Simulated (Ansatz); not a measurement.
**Molybdenum, fcc under r²SCAN: from relaxation to bulk modulus, part 1 of 2**

Aim: take molybdenum in the fcc structure, relax it, solve it on a dense k-mesh, switch on spin-orbit coupling, then scale the cell to 7 volumes from 88 to 112 % of the relaxed one and try a fit of the equation of state. The k-meshes are 14×14×14 for the relaxation; 22×22×22 for the dense run; 14×14×14 for spin-orbit coupling; 15×15×15 for the volumes.

This is Mo in the fcc structure; at room conditions it is bcc.

Computed with Ansatz 0.2.0 (DFT r2SCAN, plane waves (500 eV) with PAW, scalar-relativistic; PBE-made PAW files, unless a step says otherwise).

### 1 The structure to begin with

The structure is cubic, space group Fm-3m (No. 225). The conventional cell has a = 3.965 Å, b = 3.965 Å, c = 3.965 Å, α = 90.00°, β = 90.00°, γ = 90.00°. Mo (site symmetry m-3m) is surrounded by 12 Mo at 2.80 Å.

As a file:

```cif
data_structure
_symmetry_space_group_name_H-M 'Fm-3m'
_symmetry_Int_Tables_number 225
_cell_length_a 3.9653
_cell_length_b 3.9653
_cell_length_c 3.9653
_cell_angle_alpha 90.000
_cell_angle_beta 90.000
_cell_angle_gamma 90.000
_cell_volume 62.35
loop_
_atom_site_label
_atom_site_type_symbol
_atom_site_symmetry_multiplicity
_atom_site_Wyckoff_symbol
_atom_site_fract_x
_atom_site_fract_y
_atom_site_fract_z
_atom_site_occupancy
Mo1 Mo 4 a 0.00000 0.00000 0.00000 1
```

### 2 Relaxing cell and atoms

input.yaml reads:

```yaml
crystal:
  lattice:
    - [0.0, 1.9826747602, 1.9826747602]
    - [1.9826747602, 0.0, 1.9826747602]
    - [1.9826747602, 1.9826747602, 0.0]
  atoms:
    - { symbol: Mo, position: [0.0, 0.0, 0.0] }
hamiltonian:
  xc: r2scan
  pseudopotentials:
    kind: paw
    azcp:
      Mo: "pseudopotentials/Mo.paw.azcp"
basis:
  ecutwfc: 500
  fft_grid_basis: typed
kpoints:
  mp_grid: { grid: [14, 14, 14], shift: [0, 0, 0] }
magnetization:
  spin_polarized: false
scf:
  occupations: { method: fermi_dirac, width: 0.1 }
relax:
  max_steps: 60
  f_tol: 0.01
  cell: {}
```

Launch:

```console
ansatz run input.yaml --threads 1 --pin off --max-ram 3584MiB --backend cpu --events-out ev --progress --plain --runs-dir out
```

Log:

```text
Engine: ansatz 0.2.0, x86_64-unknown-linux-gnu
Pseudopotentials: kind: paw
Pseudopotential: Mo, paw, valence charge 14, recommended cutoff 500 eV (meta_gga), <dir>
Functional definition: r2SCAN
  parameter k0 = 0.174
  parameter k1 = 0.065
  parameter a1 = 4.9479
  exchange = r2scan_x(k0 = k0, k1 = k1, a1 = a1)
  correlation = r2scan_c
Crystal: 1 atoms, lattice volume = 15.588 Å³
Basis set: ecut = 500 eV, 411 PW (Γ), exchange–correlation on 96×96×96 points (64 copies of the dense FFT grid, shifted against one another)
Bands: 11, of which v1, the nominal top of the filled ones, is band 7 counted from 1 (6 counted from 0)
Symmetry: 48 space group operations
Space group: Fm-3m (ITA 225), of the structure as read, at distance tolerance 2.5e-5 Å
k-points: 104 of 2744
Non-local potential: Mo, projectors of the file, l = 0: 3, l = 1: 2, l = 2: 2, l = 3: 1
PAW form: soft (Blöchl's): semilocal exchange-correlation on the pseudo side does not see the compensation charge
PAW frozen core: Mo, regenerated for the run's functional (the file was generated under x = pbe(κ = 0.804, μ = 0.2195149727645171), c = pbe(β = 0.06672455060314922))
PAW one-centre angular grid: Mo, 590 points (default); XC on 160 Gauss nodes
Initial density: superposition of atomic densities (neutral atoms: chi_scale 0, normalization atom), corrected by the library's trained network
Initial wavefunctions: pseudopotential atomic-orbital guess
Functional: x = r2scan, c = r2scan; τ floored in thin density (d = 2e-4 eV/Å³)
SCF iter   1: F=—  HF=-4967.125058 eV  |F-HF|=—  |Δ(HF+E_count)|=         —  Δρ=8.03e-3  dr2=3.45e-3  dr2_τ=1.39e-2  ethr=1.77e-3  ⟨swp⟩=5.0  Hψ=6943  notcnv=0
preconditioner: auto → none  [metal: Δε(μ)=0.014 eV  Ē_g=8.567 eV  σ=0.100 eV  W_gap=0.03  n_scr=0 (ndim 8)  ℏωp=23.0 eV  f_vac=0.000  D(μ)=1.12/eV (n_scr^D=14)]
SCF iter   2: F=—  HF=-4967.127075 eV  |F-HF|=—  |Δ(HF+E_count)|=   2.02e-3  Δρ=3.74e-3  dr2=5.26e-4  dr2_τ=9.18e-5  ethr=2.46e-5  ⟨swp⟩=2.5  Hψ=2722  notcnv=0
SCF iter   3: F=—  HF=-4967.127286 eV  |F-HF|=—  |Δ(HF+E_count)|=   2.10e-4  Δρ=9.57e-4  dr2=4.05e-5  dr2_τ=1.59e-5  ethr=3.76e-6  ⟨swp⟩=1.7  Hψ=1259  notcnv=0
SCF iter   4: F=—  HF=-4967.127303 eV  |F-HF|=—  |Δ(HF+E_count)|=   1.69e-5  Δρ=8.14e-5  dr2=4.01e-7  dr2_τ=5.63e-8  ethr=2.89e-7  ⟨swp⟩=2.2  Hψ=1704  notcnv=0
iter 5 did not close the SCF: its close was put off for the readings that it lacked (scf_convergence_deferred on its scf_iter line)
SCF iter   5: F=-4967.127303 eV  HF=-4967.127303 eV  |F-HF|=1.37e-8  |Δ(HF+E_count)|=   3.21e-7  Δρ=1.86e-5  dr2=1.78e-8  dr2_τ=5.36e-9  ethr=2.86e-9  ⟨swp⟩=2.2  Hψ=1829  notcnv=0
SCF iter   6: F=-4967.127303 eV  HF=-4967.127303 eV  |F-HF|=5.40e-10  |Δ(HF+E_count)|=   1.82e-8  Δρ=3.89e-6  dr2=7.62e-10  dr2_τ=2.36e-10  ethr=1.27e-10  ⟨swp⟩=1.6  Hψ=3755  notcnv=0
SCF 1 converged in 6 iterations: F = -4967.127303 eV  dr2 = 7.62e-10
relax step   1: F+E_penalty+E_count = -4967.12730297 eV  Δ(F+E_penalty+E_count) = +0.000e0 eV  max|allowed force component| = 0.000e0 eV/Å  Δτ_max = 0.0000 Å  P = +4.442 GPa  Ω = 15.588 Å³  (6 SCF iters, dr2 threshold 1.00e-7 eV, accepted)
Crystal: 1 atoms, lattice volume = 16.386 Å³
Initial density: handed on by an earlier stage of this run
Initial wavefunctions: those handed on with the density
iter 1 solved again at ethr=1.13e-6 eV; its pass at ethr=3.10e-3 eV (dr2=1.58e-4 eV) is discarded
SCF iter   1: F=—  HF=-4967.051278 eV  |F-HF|=—  |Δ(HF+E_count)|=         —  Δρ=1.54e-3  dr2=2.06e-4  dr2_τ=4.50e-2  ethr=1.13e-6  ⟨swp⟩=2.2  Hψ=9150  notcnv=0
preconditioner: auto → none  [metal: Δε(μ)=0.071 eV  Ē_g=8.079 eV  σ=0.100 eV  W_gap=0.17  n_scr=0 (ndim 8)  ℏωp=22.5 eV  f_vac=0.000  D(μ)=1.23/eV (n_scr^D=14)]
SCF iter   2: F=—  HF=-4967.117696 eV  |F-HF|=—  |Δ(HF+E_count)|=   6.64e-2  Δρ=1.96e-3  dr2=3.21e-4  dr2_τ=8.05e-5  ethr=1.13e-6  ⟨swp⟩=3.2  Hψ=2499  notcnv=0
SCF iter   3: F=—  HF=-4967.117738 eV  |F-HF|=—  |Δ(HF+E_count)|=   4.30e-5  Δρ=1.12e-3  dr2=7.31e-5  dr2_τ=1.92e-5  ethr=1.13e-6  ⟨swp⟩=2.9  Hψ=1862  notcnv=0
SCF iter   4: F=—  HF=-4967.117846 eV  |F-HF|=—  |Δ(HF+E_count)|=   1.07e-4  Δρ=2.90e-4  dr2=1.36e-5  dr2_τ=1.74e-6  ethr=5.22e-7  ⟨swp⟩=2.2  Hψ=1794  notcnv=0
SCF iter   5: F=—  HF=-4967.117846 eV  |F-HF|=—  |Δ(HF+E_count)|=   7.43e-7  Δρ=1.63e-4  dr2=3.51e-6  dr2_τ=3.40e-7  ethr=9.70e-8  ⟨swp⟩=2.6  Hψ=1820  notcnv=0
SCF iter   6: F=—  HF=-4967.117846 eV  |F-HF|=—  |Δ(HF+E_count)|=   5.08e-7  Δρ=7.21e-5  dr2=5.82e-7  dr2_τ=6.31e-8  ethr=2.51e-8  ⟨swp⟩=2.6  Hψ=1722  notcnv=0
SCF iter   7: F=-4967.117846 eV  HF=-4967.117846 eV  |F-HF|=4.21e-9  |Δ(HF+E_count)|=   1.27e-8  Δρ=1.09e-5  dr2=1.25e-8  dr2_τ=1.28e-9  ethr=7.14e-10  ⟨swp⟩=2.8  Hψ=4376  notcnv=0
SCF 2 converged in 7 iterations: F = -4967.117846 eV  dr2 = 1.25e-8
relax step   2: F+E_penalty+E_count = -4967.11784577 eV  Δ(F+E_penalty+E_count) = +9.457e-3 eV  max|allowed force component| = 0.000e0 eV/Å  Δτ_max = 0.0000 Å  P = -7.587 GPa  Ω = 16.386 Å³  energy of the carried Pulay correction = -3.916e-4 eV  (7 SCF iters, dr2 threshold 1.00e-7 eV, rejected (line search))
Crystal: 1 atoms, lattice volume = 15.873 Å³
iter 1 solved again at ethr=2.63e-7 eV; its pass at ethr=3.10e-3 eV (dr2=3.68e-5 eV) is discarded
SCF iter   1: F=—  HF=-4967.107366 eV  |F-HF|=—  |Δ(HF+E_count)|=         —  Δρ=9.07e-4  dr2=3.45e-5  dr2_τ=1.77e-2  ethr=2.63e-7  ⟨swp⟩=2.3  Hψ=9201  notcnv=0
preconditioner: auto → none  [metal: Δε(μ)=0.012 eV  Ē_g=8.433 eV  σ=0.100 eV  W_gap=0.03  n_scr=0 (ndim 8)  ℏωp=22.8 eV  f_vac=0.000  D(μ)=1.15/eV (n_scr^D=14)]
SCF iter   2: F=—  HF=-4967.130773 eV  |F-HF|=—  |Δ(HF+E_count)|=   2.34e-2  Δρ=1.00e-3  dr2=5.48e-5  dr2_τ=1.40e-5  ethr=2.46e-7  ⟨swp⟩=3.1  Hψ=2544  notcnv=0
SCF iter   3: F=—  HF=-4967.130866 eV  |F-HF|=—  |Δ(HF+E_count)|=   9.29e-5  Δρ=3.35e-4  dr2=8.81e-6  dr2_τ=2.21e-6  ethr=2.46e-7  ⟨swp⟩=2.1  Hψ=1790  notcnv=0
SCF iter   4: F=—  HF=-4967.130875 eV  |F-HF|=—  |Δ(HF+E_count)|=   9.56e-6  Δρ=4.22e-5  dr2=1.53e-7  dr2_τ=2.40e-7  ethr=6.29e-8  ⟨swp⟩=2.0  Hψ=1784  notcnv=0
SCF iter   5: F=—  HF=-4967.130876 eV  |F-HF|=—  |Δ(HF+E_count)|=   2.95e-7  Δρ=1.35e-5  dr2=1.30e-8  dr2_τ=3.23e-9  ethr=1.09e-9  ⟨swp⟩=2.0  Hψ=1799  notcnv=0
SCF iter   6: F=—  HF=-4967.130876 eV  |F-HF|=—  |Δ(HF+E_count)|=   1.45e-8  Δρ=2.94e-6  dr2=4.86e-10  dr2_τ=1.16e-10  ethr=9.28e-11  ⟨swp⟩=3.0  Hψ=1961  notcnv=0
SCF iter   7: F=—  HF=-4967.130876 eV  |F-HF|=—  |Δ(HF+E_count)|=  7.92e-10  Δρ=1.21e-6  dr2=9.23e-11  dr2_τ=2.29e-11  ethr=3.47e-12  ⟨swp⟩=2.5  Hψ=1765  notcnv=0
SCF iter   8: F=—  HF=-4967.130876 eV  |F-HF|=—  |Δ(HF+E_count)|=  1.20e-10  Δρ=4.44e-7  dr2=1.21e-11  dr2_τ=3.10e-12  ethr=1.00e-12  ⟨swp⟩=2.5  Hψ=1641  notcnv=0
SCF iter   9: F=-4967.130876 eV  HF=-4967.130876 eV  |F-HF|=1.82e-12  |Δ(HF+E_count)|=  1.82e-11  Δρ=1.13e-7  dr2=7.79e-13  dr2_τ=1.85e-13  ethr=1.00e-12  ⟨swp⟩=5.0  Hψ=4127  notcnv=0
SCF 3 converged in 9 iterations: F = -4967.130876 eV  dr2 = 7.79e-13
relax step   3: F+E_penalty+E_count = -4967.13087580 eV  Δ(F+E_penalty+E_count) = -3.573e-3 eV  max|allowed force component| = 0.000e0 eV/Å  Δτ_max = 0.0000 Å  P = -0.205 GPa  Ω = 15.873 Å³  energy of the carried Pulay correction = -1.424e-4 eV  (9 SCF iters, accepted)
Crystal: 1 atoms, lattice volume = 15.861 Å³
iter 1 solved again at ethr=1.70e-10 eV; its pass at ethr=3.10e-3 eV (dr2=2.38e-8 eV) is discarded
SCF iter   1: F=—  HF=-4967.130874 eV  |F-HF|=—  |Δ(HF+E_count)|=         —  Δρ=2.22e-5  dr2=2.25e-8  dr2_τ=1.17e-5  ethr=1.70e-10  ⟨swp⟩=3.0  Hψ=8771  notcnv=0
preconditioner: auto → none  [metal: Δε(μ)=0.015 eV  Ē_g=8.410 eV  σ=0.100 eV  W_gap=0.04  n_scr=0 (ndim 8)  ℏωp=22.8 eV  f_vac=0.000  D(μ)=1.15/eV (n_scr^D=14)]
SCF iter   2: F=-4967.130891 eV  HF=-4967.130890 eV  |F-HF|=4.42e-8  |Δ(HF+E_count)|=   1.62e-5  Δρ=2.72e-5  dr2=4.60e-8  dr2_τ=1.11e-8  ethr=1.61e-10  ⟨swp⟩=2.2  Hψ=4548  notcnv=0
SCF 4 converged in 2 iterations: F = -4967.130891 eV  dr2 = 4.60e-8
relax step   4: F+E_penalty+E_count = -4967.13089054 eV  Δ(F+E_penalty+E_count) = -1.474e-5 eV  max|allowed force component| = 0.000e0 eV/Å  Δτ_max = 0.0000 Å  P = -0.004 GPa  Ω = 15.861 Å³  energy of the carried Pulay correction = -1.360e-4 eV  (2 SCF iters, dr2 threshold 1.00e-7 eV, accepted)
Initial wavefunctions: pseudopotential atomic-orbital guess (no wavefunctions were taken with the density)
iter 1 solved again at ethr=1.49e-8 eV; its pass at ethr=3.10e-3 eV (dr2=2.08e-6 eV) is discarded
SCF iter   1: F=—  HF=-4967.131020 eV  |F-HF|=—  |Δ(HF+E_count)|=         —  Δρ=1.50e-4  dr2=1.78e-7  dr2_τ=5.35e-7  ethr=1.49e-8  ⟨swp⟩=3.3  Hψ=10432  notcnv=0
SCF iter   2: F=—  HF=-4967.131027 eV  |F-HF|=—  |Δ(HF+E_count)|=   6.45e-6  Δρ=7.46e-5  dr2=3.70e-8  dr2_τ=2.20e-7  ethr=1.27e-9  ⟨swp⟩=2.1  Hψ=1435  notcnv=0
SCF iter   3: F=—  HF=-4967.131029 eV  |F-HF|=—  |Δ(HF+E_count)|=   2.61e-6  Δρ=1.42e-5  dr2=2.43e-9  dr2_τ=8.33e-9  ethr=2.64e-10  ⟨swp⟩=2.0  Hψ=1725  notcnv=0
SCF iter   4: F=—  HF=-4967.131030 eV  |F-HF|=—  |Δ(HF+E_count)|=   8.58e-8  Δρ=1.40e-6  dr2=1.42e-10  dr2_τ=3.50e-11  ethr=1.73e-11  ⟨swp⟩=2.7  Hψ=1869  notcnv=0
SCF iter   5: F=-4967.131030 eV  HF=-4967.131030 eV  |F-HF|=9.09e-13  |Δ(HF+E_count)|=  2.66e-10  Δρ=1.08e-7  dr2=6.71e-13  dr2_τ=4.71e-13  ethr=1.00e-12  ⟨swp⟩=3.5  Hψ=5060  notcnv=0
SCF 5 converged in 5 iterations: F = -4967.131030 eV  dr2 = 6.71e-13
relax step   5: F+E_penalty+E_count = -4967.13102952 eV  Δ(F+E_penalty+E_count) = -1.390e-4 eV  max|allowed force component| = 0.000e0 eV/Å  Δτ_max = 0.0000 Å  P = -0.001 GPa  Ω = 15.861 Å³  stress off target by 6.06e-4 GPa  SCF on the basis re-selected at this cell (its energy is not comparable with the rows above)  (5 SCF iters)
basis re-selected at this cell: Δ(F+E_penalty+E_count) = -1.390e-4 eV, ΔP = +0.004 GPa vs the last step (what re-selecting the basis moved, of the pressure what is left beyond the Pulay correction that the steps carried, after the strain that the cell walked since its last selection, with what the two solves' SCF thresholds leave and, on support functions, any second-order correction that the steps lacked; it is no measure of the basis error at this ecutwfc). This SCF's stress stands 6.06e-4 GPa from its target on what of the cell is left free (relax.cell.stress_tol is 5.00e-2 GPa) and its largest allowed force component is 0.00e0 eV/Å (relax.f_tol is 1.00e-2 eV/Å): within both
SCF converged after 5 iterations
Free energy (F): -4967.131030 eV
Harris-Foulkes:  -4967.131030 eV  (|F-HF|=9.09e-13)
Internal energy: -4967.092064 eV  (E = F + TS)
E sigma→0 (E₀):  -4967.111547 eV
Entropy (-TS):   -0.038965 eV (-38.965 meV/atom)
Fermi energy:    20.301885 eV
--- Per-component energies (eV) ---
  E_band       = -70.382926
  E_kinetic    = 440.163371
  E_local      = -794.471598  (includes V_loc(G=0)·N_el)
  E_nonlocal   = 142.915777
  E_hartree    = 262.382436
  E_xc         = -178.271549
  E_vxc        = -256.079864  (∫ρ·V_xc dr)
  E_paw        = -3217.361988  (= ΣΔE_a)
  E_vpaw       = -144.737672  (= ΣTr[D̂ρ^β])
  E_aug_tail   = 0.000004  (compensation charges beyond the density's cutoff)
  E_vtau       = 17.062209  (kinetic-family band-sum trace: ∫τ·v_τ [+ j·A + Jᵃ·Aᵃ] dr)
  E_ewald      = -1622.227313
  E_core_change = -0.221204  (= ΣΔE_core)
  E_smearing   = -0.038965  (= −TS)
  E_closure    = 0.000000  (closes the sum)
  Σ components = -4967.131030   (vs F -4967.131030, Δ=0.00e0)
--- Forces (eV/Å), atoms counted from 1 ---
  atom   1  Mo    -0.00000000     0.00000000     0.00000000
  max |Σ_I F_I| component: 1.44e-32 eV/Å
--- Stress (GPa, compression-positive) ---
       -0.000606      -0.000000      -0.000000
       -0.000000      -0.000606      -0.000000
       -0.000000      -0.000000      -0.000606
  P = ⅓ Tr σ = -0.0006 GPa (-0.006 kbar)
--- Relaxed structure (4 steps of the walk, 3 accepted, 1 SCFs on fresh bases) ---
  F+E_penalty+E_count = -4967.13102952 eV   max|allowed force component| = 0.000e0 eV/Å   (the final SCF, on the basis selected at the relaxed cell)
  cell:  # Å, volume = 15.8605 Å³
    - [-7.085751733245431e-35, 1.994171227985024, 1.994171227985024]
    - [1.994171227985024, -1.0190744065791179e-34, 1.994171227985024]
    - [1.994171227985024, 1.994171227985024, -1.9824181815484405e-34]
  atoms:
    - { symbol: Mo, position: [0.0, 0.0, 0.0] }
```

Run time: 18 s. Hardware: 1 thread of Intel Xeon Platinum 8259CL at 2.50GHz (Skylake/Cascade Lake), shared host; peak memory 0.54 GiB.

Relaxation path:

```csv
step,energy change (meV/atom),largest force (eV/Å),pressure (GPa),volume (Å³/atom),accepted
1,0.00,0.0000,4.44,15.588,yes
2,9.46,0.0000,-7.59,16.386,no
3,-3.57,0.0000,-0.21,15.873,yes
4,-3.59,0.0000,0.00,15.861,yes
5,-3.73,0.0000,0.00,15.861,yes
```

Steps that repeat a cell are solved on a basis chosen anew, so their changes of energy are no gain of the relaxation.

Changes in the cell that was computed:

|  | before | after | change |
| --- | --- | --- | --- |
| a (Å) | 2.804 | 2.820 | +0.6 % |
| b (Å) | 2.804 | 2.820 | +0.6 % |
| c (Å) | 2.804 | 2.820 | +0.6 % |
| volume (Å³/atom) | 15.588 | 15.861 | +1.7 % |
| shortest distance (Å) | 2.804 | 2.820 | +0.6 % |
| space group (spins left aside) | Fm-3m | Fm-3m | same |

### 3 Single point on a dense mesh

input.yaml reads:

```yaml
crystal:
  lattice:
    - [0.0, 1.994171228, 1.994171228]
    - [1.994171228, 0.0, 1.994171228]
    - [1.994171228, 1.994171228, 0.0]
  atoms:
    - { symbol: Mo, position: [0.0, 0.0, 0.0] }
hamiltonian:
  xc: r2scan
  pseudopotentials:
    kind: paw
    azcp:
      Mo: "pseudopotentials/Mo.paw.azcp"
basis:
  ecutwfc: 500
  fft_grid_basis: typed
kpoints:
  mp_grid: { grid: [22, 22, 22], shift: [0, 0, 0] }
magnetization:
  spin_polarized: false
scf:
  occupations: { method: fermi_dirac, width: 0.1 }
```

Launch:

```console
ansatz run input.yaml --threads 1 --pin off --max-ram 3584MiB --backend cpu --events-out ev --progress --plain --runs-dir out
```

Log, cut to the lines that bear on the results:

```text
[...]
Pseudopotentials: kind: paw
Pseudopotential: Mo, paw, valence charge 14, recommended cutoff 500 eV (meta_gga), <dir>
Functional definition: r2SCAN
[...]
Crystal: 1 atoms, lattice volume = 15.861 Å³
Basis set: ecut = 500 eV, 411 PW (Γ), exchange–correlation on 96×96×96 points (64 copies of the dense FFT grid, shifted against one another)
Bands: 11, of which v1, the nominal top of the filled ones, is band 7 counted from 1 (6 counted from 0)
Symmetry: 48 space group operations
Space group: Fm-3m (ITA 225), of the structure as read, at distance tolerance 2.5e-5 Å
k-points: 328 of 10648
[...]
SCF iter   1: F=—  HF=-4967.129440 eV  |F-HF|=—  |Δ(HF+E_count)|=         —  Δρ=8.05e-3  dr2=3.66e-3  dr2_τ=1.39e-2  ethr=1.77e-3  ⟨swp⟩=5.0  Hψ=22050  notcnv=0
[...]
SCF iter   6: F=-4967.131571 eV  HF=-4967.131571 eV  |F-HF|=3.58e-10  |Δ(HF+E_count)|=   1.63e-8  Δρ=3.28e-6  dr2=6.14e-10  dr2_τ=2.04e-10  ethr=1.41e-10  ⟨swp⟩=1.0  Hψ=11266  notcnv=0
[...]
SCF converged after 6 iterations
Free energy (F): -4967.131571 eV
[...]
E sigma→0 (E₀):  -4967.111609 eV
Entropy (-TS):   -0.039924 eV (-39.924 meV/atom)
Fermi energy:    20.295677 eV
[...]
```

It took 6.7 s on 1 thread of Intel Xeon Platinum 8259CL at 2.50GHz (Skylake/Cascade Lake), shared host; peak memory 0.56 GiB.

### 4 A two-component run at the same geometry

input.yaml: that of step 3 with these lines changed.

```diff
@@ -10,3 +10,3 @@
   pseudopotentials:
-    kind: paw
+    kind: paw_fr
     azcp:
@@ -17,5 +17,6 @@
 kpoints:
-  mp_grid: { grid: [22, 22, 22], shift: [0, 0, 0] }
+  mp_grid: { grid: [14, 14, 14], shift: [0, 0, 0] }
 magnetization:
-  spin_polarized: false
+  noncollinear: true
+  spin_orbit: true
 scf:
```

Launch:

```console
ansatz run input.yaml --threads 1 --pin off --max-ram 3584MiB --backend cpu --events-out ev --progress --plain --runs-dir out
```

Log, cut to the lines that bear on the results:

```text
[...]
Pseudopotentials: kind: paw_fr
Pseudopotential: Mo, paw_fr, valence charge 14, recommended cutoff 500 eV (meta_gga), <dir>
Functional definition: r2SCAN
[...]
non-collinear run that drives no moment, with spin-orbit: no starting moment large enough to seed its density (crystal.atoms[].spin), no starting occupations that ask for one, no magnetisation constraint and no magnetic field, so the semilocal B_xc is pinned to zero
Crystal: 1 atoms, lattice volume = 15.861 Å³
Basis set: ecut = 500 eV, 411 PW (Γ), exchange–correlation on 96×96×96 points (64 copies of the dense FFT grid, shifted against one another)
Bands: 22, of which v1, the nominal top of the filled ones, is band 14 counted from 1 (13 counted from 0)
Symmetry: 48 space group operations + 48 with time reversal
Magnetic group: BNS 225.117 (UNI 1619), of the structure as read, at distance tolerance 2.5e-5 Å
k-points: 104 of 2744
Projection manifold: j_resolved (fully-relativistic pseudo-atomic orbitals)
[...]
SCF iter   1: F=—  HF=-4961.817953 eV  |F-HF|=—  |Δ(HF+E_count)|=         —  Δρ=9.70e-2  dr2=1.55e0  dr2_τ=1.42e-2  dr2_m=0.00e0 (ungated)  ethr=3.10e-3  |M|=0.00e0 ∫|m|=0.00e0 μB  |m|>n=0.0e0 m-floor=0.0e0 τ_xc=0.0e0  β_m=0.30  ⟨swp⟩=6.8  Hψ=6234  notcnv=0  defer=20
[...]
SCF iter   7: F=-4961.401550 eV  HF=-4961.401550 eV  |F-HF|=1.05e-8  |Δ(HF+E_count)|=   5.63e-8  Δρ=1.97e-5  dr2=2.37e-8  dr2_τ=1.78e-9  dr2_m=0.00e0 (ungated)  ethr=7.14e-10  |M|=0.00e0 ∫|m|=0.00e0 μB  |m|>n=0.0e0 m-floor=0.0e0 τ_xc=0.0e0  ⟨swp⟩=2.0  Hψ=2296  notcnv=0
[...]
SCF converged after 7 iterations
Magnetization: |M| = 0.0000 μB,  M = (+0.0000, +0.0000, +0.0000) μB
Absolute magnetization: 0.0000 μB (∫|m|)
  site 0: m = (+0.0000, +0.0000, +0.0000) μB, |m| = 0.0000 μB  (R = 1.16 Å)
Free energy (F): -4961.401550 eV
[...]
E sigma→0 (E₀):  -4961.382156 eV
Entropy (-TS):   -0.038788 eV (-38.788 meV/atom)
Fermi energy:    20.309032 eV
[...]
```

Run time: 16 s. Hardware: 1 thread of Intel Xeon Platinum 8259CL at 2.50GHz (Skylake/Cascade Lake), shared host; peak memory 0.54 GiB.

With and without spin-orbit coupling:

```csv
,scalar-relativistic,with spin-orbit coupling
k-mesh,22×22×22,14×14×14
gap on the mesh,none (levels filled in part),none (levels filled in part)
```

The meshes differ, so small differences between the columns need not come from spin-orbit coupling.

(Continued in part 2 of 2.)
